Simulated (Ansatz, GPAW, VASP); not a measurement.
Re: 4 runs at one level of theory

```
Re
1.0
     0.00000    1.97500    1.97500
     1.97500    0.00000    1.97500
     1.97500    1.97500    0.00000
Re
1
Direct
  0.00000 0.00000 0.00000
```

This isn't the form of Re at room conditions, which is hcp.

Alike in all runs: task single point; functional LDA; k mesh 12 × 12 × 12; occupations gaussian, width 0.05 eV; no spin polarisation; no spin-orbit coupling. LDA stands for any of its common fits. Pressure is positive in compression and, in plane waves, holds the error of the finite cutoff, which Ansatz's Pulay term estimates and takes out.

```json
{"program and potentials": "Ansatz, Ansatz PAW", "plane-wave cutoff (eV)": "420", "notes": "potentials made for PBE, which Ansatz adapts in part; 15 valence electrons an atom on average; Pulay term of +0.11 GPa included", "band gap (eV)": "no gap", "pressure (GPa)": "-23.75"}
{"program and potentials": "VASP, LDA PAW files Re, 520 eV", "plane-wave cutoff (eV)": "520", "notes": "7 valence electrons an atom on average", "band gap (eV)": "no gap", "pressure (GPa)": "-23.10"}
{"program and potentials": "GPAW, the program's PAW data sets (release 1.2.1) made for this functional", "plane-wave cutoff (eV)": "600", "notes": "13 valence electrons an atom on average", "band gap (eV)": "no gap", "pressure (GPa)": "-25.36"}
{"program and potentials": "Ansatz, all-electron LAPW, scalar-relativistic", "plane-wave cutoff (eV)": "-", "notes": "-", "band gap (eV)": "no gap", "pressure (GPa)": "-23.65"}
```

None finds a gap. The pressure spans -25.36 (GPAW, the program's PAW data sets (release 1.2.1) made for this functional) to -23.10 GPa (VASP, LDA PAW files Re, 520 eV), with all-electron results at -23.65. The cell lies far from this level's equilibrium.

Differences between rows come from potentials, basis sets and numerical settings, since the functional is the same but for its coding. Runs on potential files found faulty are left out.
